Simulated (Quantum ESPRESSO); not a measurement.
# NaI (Fm-3m) in Quantum ESPRESSO: a series of runs

One crystal, NaI, is run at these levels: PBEsol, WC, BLYP, AM05; tasks: dielectric tensor.

All numbers are computed with Quantum ESPRESSO 7.5; they aren't measurements. Logs are shortened: lines on timing, memory, paths and dates and some standing lists are left out, and cuts for length are marked.

**What was measured.**

From a printed reference work, monograph, for a bulk crystal of NaI: high-frequency dielectric constant 3.01.

How close the calculation comes is told below.

### 1 Starting point

The structure is cubic, space group Fm-3m (No. 225). Conventional cell: a = 6.473 Å, b = 6.473 Å, c = 6.473 Å, α = 90.00°, β = 90.00°, γ = 90.00°. I (site symmetry m-3m) is surrounded by 6 Na at 3.24 Å. Around Na (site symmetry m-3m) lie 6 I at 3.24 Å.

### 2 Dielectric tensor, PBEsol

Contents of pw.in:

```
&CONTROL
  calculation = 'scf'
  prefix = 'pwscf'
  outdir = './tmp'
  pseudo_dir = './pseudo'
  tprnfor = .true.
  tstress = .true.
  disk_io = 'low'
/
&SYSTEM
  ibrav = 0
  nat = 2
  ntyp = 2
  ecutwfc = 45
  ecutrho = 360
  nbnd = 14
  occupations = 'smearing'
  smearing = 'fd'
  degauss = 0.00367493
/
&ELECTRONS
  conv_thr = 4d-10
  electron_maxstep = 120
  mixing_beta = 0.5
/
ATOMIC_SPECIES
I    126.9045 i_pbesol_v1.uspp.F.UPF
Na    22.9898 na_pbesol_v1.5.uspp.F.UPF
CELL_PARAMETERS angstrom
   0.0000000000    3.2364000000    3.2364000000
   3.2364000000    0.0000000000    3.2364000000
   3.2364000000    3.2364000000    0.0000000000
ATOMIC_POSITIONS crystal
I      0.5000000000    0.5000000000    0.5000000000
Na     0.0000000000    0.0000000000    0.0000000000
K_POINTS automatic
6 6 6 1 1 1
```

Contents of scf2.in:

```
&CONTROL
  calculation = 'scf'
  prefix = 'pwscf'
  outdir = './tmp'
  pseudo_dir = './pseudo'
  tprnfor = .true.
  tstress = .true.
  disk_io = 'low'
/
&SYSTEM
  ibrav = 0
  nat = 2
  ntyp = 2
  ecutwfc = 45
  ecutrho = 360
  nbnd = 14
  occupations = 'fixed'
/
&ELECTRONS
  conv_thr = 1d-13
  electron_maxstep = 120
  mixing_beta = 0.5
  startingpot = 'file'
  startingwfc = 'file'
/
ATOMIC_SPECIES
I    126.9045 i_pbesol_v1.uspp.F.UPF
Na    22.9898 na_pbesol_v1.5.uspp.F.UPF
CELL_PARAMETERS angstrom
   0.0000000000    3.2364000000    3.2364000000
   3.2364000000    0.0000000000    3.2364000000
   3.2364000000    3.2364000000    0.0000000000
ATOMIC_POSITIONS crystal
I      0.5000000000    0.5000000000    0.5000000000
Na     0.0000000000    0.0000000000    0.0000000000
K_POINTS automatic
6 6 6 1 1 1
```

Contents of ph.in:

```
dielectric of NaI
&INPUTPH
  prefix = 'pwscf'
  outdir = './tmp'
  tr2_ph = 1d-18
  fildyn = 'dyn'
  niter_ph = 90
  alpha_mix(1) = 0.7
  epsil = .true.
  trans = .false.
  zeu = .true.
/
0.0000000000 0.0000000000 0.0000000000
```

Potentials or basis: GBRV 1.5 PBEsol.

Run with:

```bash
$ OMP_NUM_THREADS=1 pw.x -in pw.in > pw.out
$ OMP_NUM_THREADS=1 pw.x -in scf2.in > scf2.out
$ OMP_NUM_THREADS=1 ph.x -in ph.in > ph.out
```

pw.out:

```text
This program is part of the open-source Quantum ESPRESSO suite
     for quantum simulation of materials; please cite
[... 9 lines left out ...]
     --------------------
     sticks:   dense  smooth     PW     G-vecs:    dense   smooth      PW
     Sum        1867     925    283                52873    18643    3143

     Using Slab Decomposition

     bravais-lattice index     =            0
     lattice parameter (alat)  =       8.6492  a.u.
     unit-cell volume          =     457.5233 (a.u.)^3
     number of atoms/cell      =            2
     number of atomic types    =            2
     number of electrons       =        16.00
     number of Kohn-Sham states=           14
     kinetic-energy cutoff     =      45.0000  Ry
     charge density cutoff     =     360.0000  Ry
     scf convergence threshold =      4.0E-10
     mixing beta               =       0.5000
     number of iterations used =            8  plain     mixing
     Exchange-correlation= SLA  PW   PSX  PSC
                           (   1   4  10   8   0   0   0)

     celldm(1)=   8.649202  celldm(2)=   0.000000  celldm(3)=   0.000000
     celldm(4)=   0.000000  celldm(5)=   0.000000  celldm(6)=   0.000000

     crystal axes: (cart. coord. in units of alat)
               a(1) = (   0.000000   0.707107   0.707107 )
               a(2) = (   0.707107   0.000000   0.707107 )
               a(3) = (   0.707107   0.707107   0.000000 )

     reciprocal axes: (cart. coord. in units 2 pi/alat)
               b(1) = ( -0.707107  0.707107  0.707107 )
               b(2) = (  0.707107 -0.707107  0.707107 )
               b(3) = (  0.707107  0.707107 -0.707107 )

     PseudoPot. # 1 for I  read from file:
     i_pbesol_v1.uspp.F.UPF
     Pseudo is Ultrasoft + core correction, Zval =  7.0
     Generated by new atomic code, or converted to UPF format
     Using radial grid of  893 points,  6 beta functions with:
                l(1) =   0
                l(2) =   0
                l(3) =   1
                l(4) =   1
                l(5) =   2
                l(6) =   2
     Q(r) pseudized with  8 coefficients,  rinner =    1.500   1.500   1.500
                                                       1.500   1.500

     PseudoPot. # 2 for Na read from file:
     na_pbesol_v1.5.uspp.F.UPF
     Pseudo is Ultrasoft, Zval =  9.0
     Generated by new atomic code, or converted to UPF format
     Using radial grid of  819 points,  5 beta functions with:
                l(1) =   0
                l(2) =   0
                l(3) =   1
                l(4) =   1
                l(5) =   2
     Q(r) pseudized with  8 coefficients,  rinner =    1.250   1.250   1.250
                                                       1.250   1.250

     atomic species   valence    mass     pseudopotential
     I                 7.00   126.90450     I ( 1.00)
     Na                9.00    22.98980     Na( 1.00)

     48 Sym. Ops., with inversion, found

   Cartesian axes

     site n.     atom                  positions (alat units)
         1        I      tau(   1) = (   0.7071068   0.7071068   0.7071068  )
         2        Na     tau(   2) = (   0.0000000   0.0000000   0.0000000  )

     number of k points=    28  Fermi-Dirac smearing, width (Ry)=  0.0037
                       cart. coord. in units 2pi/alat
        k(    1) = (   0.0589256   0.0589256   0.0589256), wk =   0.0185185
        k(    2) = (   0.1767767   0.1767767  -0.0589256), wk =   0.0555556
        k(    3) = (   0.2946278   0.2946278  -0.1767767), wk =   0.0555556
        k(    4) = (  -0.2946278  -0.2946278   0.4124790), wk =   0.0555556
        k(    5) = (  -0.1767767  -0.1767767   0.2946278), wk =   0.0555556
        k(    6) = (  -0.0589256  -0.0589256   0.1767767), wk =   0.0555556
[... 20 lines left out ...]
        k(   27) = (   0.2946278   0.2946278   0.2946278), wk =   0.0185185
        k(   28) = (  -0.2946278  -0.2946278   0.8838835), wk =   0.0555556

     Dense  grid:    52873 G-vectors     FFT dimensions: (  54,  54,  54)

     Smooth grid:    18643 G-vectors     FFT dimensions: (  40,  40,  40)

     Check: negative core charge=   -0.000001

     Initial potential from superposition of free atoms

     starting charge      15.9935, renormalised to      16.0000
     Starting wfcs are    9 randomized atomic wfcs +    5 random wfcs

     Self-consistent Calculation

     iteration #  1     ecut=    45.00 Ry     beta= 0.50
     Davidson diagonalization with overlap
     ethr =  1.00E-02,  avg # of iterations =  7.3

     Threshold (ethr) on eigenvalues was too large:
     Diagonalizing with lowered threshold

     Davidson diagonalization with overlap
     ethr =  9.73E-05,  avg # of iterations =  4.1

     total energy              =    -160.47537353 Ry
     estimated scf accuracy    <       0.01500299 Ry

     iteration #  2     ecut=    45.00 Ry     beta= 0.50
     Davidson diagonalization with overlap
     ethr =  9.38E-05,  avg # of iterations =  2.0
[... 36 lines left out ...]
     total energy              =    -160.47762776 Ry
     estimated scf accuracy    <          4.5E-10 Ry

     iteration #  8     ecut=    45.00 Ry     beta= 0.50
     Davidson diagonalization with overlap
     ethr =  2.79E-12,  avg # of iterations =  4.8

     End of self-consistent calculation

          k = 0.0589 0.0589 0.0589 (  2331 PWs)   bands (ev):

   -48.5593 -20.6409 -20.6406 -20.6406  -9.4017   1.4106   1.6214   1.6214
     5.4088   9.2912   9.5908   9.5908  11.1410  11.1411

          k = 0.1768 0.1768-0.0589 (  2324 PWs)   bands (ev):

   -48.5593 -20.6424 -20.6410 -20.6406  -9.3089   0.6550   1.3996   1.5702
     6.3314   8.8163   9.6174   9.7873  10.3641  11.4278
[... 63 lines left out ...]
   -48.5592 -20.6453 -20.6415 -20.6410  -9.1065  -0.3535   1.0279   1.2929
     7.1555   8.3837   9.4800   9.8160  12.1283  12.8370

          k =-0.6482 0.0589 0.0589 (  2327 PWs)   bands (ev):

   -48.5592 -20.6446 -20.6424 -20.6422  -9.0353  -0.2498   0.8042   0.9142
     6.2445   7.2296  10.9939  12.0985  12.5671  13.9526

          k =-0.5303 0.1768-0.0589 (  2340 PWs)   bands (ev):

   -48.5592 -20.6443 -20.6423 -20.6418  -9.0735  -0.1193   0.7463   1.0053
     6.9429   7.8826   9.3644  10.9615  12.1896  14.1192

          k =-0.4125 0.0589 0.0589 (  2334 PWs)   bands (ev):

   -48.5592 -20.6435 -20.6416 -20.6416  -9.1695   0.1434   1.1080   1.1471
     6.9160   7.7522   9.1660  10.8883  11.3416  12.6090

          k = 0.1768 0.1768 0.1768 (  2328 PWs)   bands (ev):
[... 41 lines left out ...]
   -48.5592 -20.6457 -20.6409 -20.6409  -9.1298  -0.4626   1.3736   1.3736
     6.6076   9.1011   9.1011  10.1368  11.6776  12.9289

          k =-0.2946-0.2946 0.8839 (  2337 PWs)   bands (ev):

   -48.5592 -20.6454 -20.6418 -20.6411  -9.0824  -0.3920   0.8853   1.2724
     7.2614   8.2745   9.4935  10.1130  12.5050  12.7554

     the Fermi energy is     2.6794 ev

!    total energy              =    -160.47762777 Ry
     estimated scf accuracy    <          2.4E-10 Ry
     smearing contrib. (-TS)   =      -0.00000000 Ry
     internal energy E=F+TS    =    -160.47762777 Ry

     The total energy is F=E-TS. E is the sum of the following terms:
     one-electron contribution =     -85.38453402 Ry
     hartree contribution      =      46.89776016 Ry
     xc contribution           =     -62.03751438 Ry
     ewald contribution        =     -59.95333953 Ry

     convergence has been achieved in   8 iterations

     Forces acting on atoms (cartesian axes, Ry/au):

     atom    1 type  1   force =     0.00000000    0.00000000   -0.00000000
     atom    2 type  2   force =    -0.00000000   -0.00000000    0.00000000

     Total force =     0.000000     Total SCF correction =     0.000000

     Computing stress (Cartesian axis) and pressure

          total   stress  (Ry/bohr**3)                   (kbar)     P=       -4.83
  -0.00003282  -0.00000000  -0.00000000           -4.83       -0.00       -0.00
  -0.00000000  -0.00003282  -0.00000000           -0.00       -4.83       -0.00
  -0.00000000  -0.00000000  -0.00003282           -0.00       -0.00       -4.83

=------------------------------------------------------------------------------=
   JOB DONE.
=------------------------------------------------------------------------------=
```

scf2.out:

```text
This program is part of the open-source Quantum ESPRESSO suite
     for quantum simulation of materials; please cite
[... 9 lines left out ...]
     --------------------
     sticks:   dense  smooth     PW     G-vecs:    dense   smooth      PW
     Sum        1867     925    283                52873    18643    3143
[... 302 lines left out ...]
  -0.00003312  -0.00000000  -0.00000000           -4.87       -0.00       -0.00
  -0.00000000  -0.00003312  -0.00000000           -0.00       -4.87       -0.00
  -0.00000000  -0.00000000  -0.00003312           -0.00       -0.00       -4.87

=------------------------------------------------------------------------------=
   JOB DONE.
=------------------------------------------------------------------------------=
```

ph.out:

```text
This program is part of the open-source Quantum ESPRESSO suite
     for quantum simulation of materials; please cite
         "P. Giannozzi et al., J. Phys.:Condens. Matter 21 395502 (2009);
         "P. Giannozzi et al., J. Phys.:Condens. Matter 29 465901 (2017);
         "P. Giannozzi et al., J. Chem. Phys. 152 154105 (2020);
     in publications or presentations arising from this work. More details at

     IMPORTANT: XC functional enforced from input :
[... 193 lines left out ...]
      E*z (       -0.00000        0.00000        1.19761 )

     INITIALIZATION:

     DIELECTRIC CONSTANT AND EFFECTIVE CHARGES:

      Additional routines

=------------------------------------------------------------------------------=
   JOB DONE.
=------------------------------------------------------------------------------=
```

Wall time 2.9 min (1 thread of Intel Xeon Platinum 8488C (Sapphire Rapids), shared host); peak memory 0.23 GiB.

Results:

```yaml
Free_energy: -2183.4094 eV
Pressure: -0.5 GPa
Electronic_dielectric_tensor_diagonal: 3.42
Born_charges_mean_of_the_diagonal: I -1.20; Na +1.20 e
```

Electronic dielectric tensor:
```
3.42 0.00 0.00
0.00 3.42 0.00
0.00 0.00 3.42
```

Born effective charge tensors (e):
atom 1, I
```
-1.20  0.00  0.00
 0.00 -1.20  0.00
 0.00  0.00 -1.20
```
atom 2, Na
```
1.20 0.00 0.00
0.00 1.20 0.00
0.00 0.00 1.20
```

Spin-orbit coupling is left out, which matters for the levels of I.

[end of part 1 of 3]
